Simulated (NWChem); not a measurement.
# HF/6-31G run of C2H6O2 (ethylene glycol)

Aim: the vertical ionisation energy of C2H6O2 (ethylene glycol) at HF/6-31G, from 2 runs. 

Program for the calculation: NWChem 7.3.0.

## Step 1: The system as given

The species is C2H6O2 (10 atoms), meant as a singlet with charge 0. As SMILES, `OCCO`. The coordinates come from a PBE0-D4/def2-TZVP relaxation. This is a higher conformer, about 11 kJ/mol above the lowest found by a separate search.

Bond lengths: O1–C2 1.411 Å, C2–C3 1.514 Å, C3–O4 1.410 Å, O1–H5 0.959 Å, C2–H6 1.098 Å, C2–H7 1.101 Å, C3–H8 1.098 Å, C3–H9 1.092 Å, O4–H10 0.960 Å. Some angles: O1–C2–C3 107.6°, C2–C3–O4 111.8°, O1–C2–H6 112.0°, O1–C2–H7 111.2°, C3–C2–H6 109.0°, C3–C2–H7 109.3°, C2–O1–H5 108.9°, C2–C3–H8 109.3°, C2–C3–H9 109.4°, O4–C3–H8 112.0°.

## Step 2: A single-point energy at HF/6-31G

Contents of mol.nw:

```
start mol
title "C2H6O2 hf"
memory stack 880 mb heap 220 mb global 1100 mb
charge 0

geometry units atomic noautosym nocenter noautoz
O     -3.27300565     0.10355699    -0.44049516
C     -0.71960771     0.86322689    -0.53176893
C      0.80370052    -1.03670375     0.97037436
O      3.39659374    -0.42443249     0.99853128
H     -4.28722166     1.35739028    -1.26725034
H     -0.44030619     2.74917357     0.28572659
H     -0.01851932     0.91198183    -2.49103698
H      0.46109317    -2.93965796     0.21958618
H      0.17215405    -1.02215286     2.93455570
H      4.06234425    -0.65913647    -0.67312045
end

basis "ao basis" spherical bse
* library 6-31G
end

scf
thresh 1e-08
maxiter 80
noprint "final vectors analysis"
end

task scf energy
```

On the command line:

```console
$ nwchem mol.nw > mol.out
```

The log of the run:

```text
[...]
  functions       =    48
[...]
  wavefunction    = RHF
[...]
         Total SCF energy =   -228.824663372054
      One-electron energy =   -572.141660193325
      Two-electron energy =    212.603327364127
 Nuclear repulsion energy =    130.713669457144
        Time for solution =      3.0s
[...]
```

It took 3.9 s on 1 thread of Intel Xeon 6975P-C (Granite Rapids), shared host; peak memory 0.098 GiB.

## Step 3: The doublet cation

Contents of c2h6o2.nw:

```
start c2h6o2
memory stack 880 mb heap 220 mb global 1100 mb
charge 1

geometry noautosym nocenter noautoz
   O    -1.732000    0.054800   -0.233100
   C    -0.380800    0.456800   -0.281400
   C     0.425300   -0.548600    0.513500
   O     1.797400   -0.224600    0.528400
   H    -2.268700    0.718300   -0.670600
   H    -0.233000    1.454800    0.151200
   H    -0.009800    0.482600   -1.318200
   H     0.244000   -1.555600    0.116200
   H     0.091100   -0.540900    1.552900
   H     2.149700   -0.348800   -0.356200
end

basis spherical bse
   * library 6-31G
end

scf
   doublet
   uhf
   thresh 1e-08
   maxiter 80
   print low
end

task scf
```

On the command line:

```console
$ nwchem c2h6o2.nw > c2h6o2.out
```

The log of the run:

```text
[...]
  functions       =    48
[...]
  wavefunction    = UHF
[...]
         Total SCF energy =   -228.461555625862
      One electron energy =   -562.747931321177
      Two electron energy =    203.572696790369
 Nuclear repulsion energy =    130.713678904946
                       Sz =      0.5000
                 Sz(Sz+1) =      0.7500
                      S^2 =      0.7598
[...]
```

It took 9.3 s on 1 thread of Intel Xeon 6975P-C (Granite Rapids), shared host; peak memory 0.096 GiB.

## Step 4: What came out

At HF/6-31G:

| quantity | value |
| --- | --- |
| singlet C2H6O2: total energy | -228.82466 Eh |
| singlet C2H6O2: dipole moment | 2.92 D |
| doublet cation: total energy | -228.46156 Eh |
| doublet cation: ⟨S²⟩ | 0.760 |
| vertical ionisation energy (to the doublet cation) | 9.881 eV |

**Reading.** Removing an electron at fixed nuclei costs 9.88 eV (228 kcal/mol).
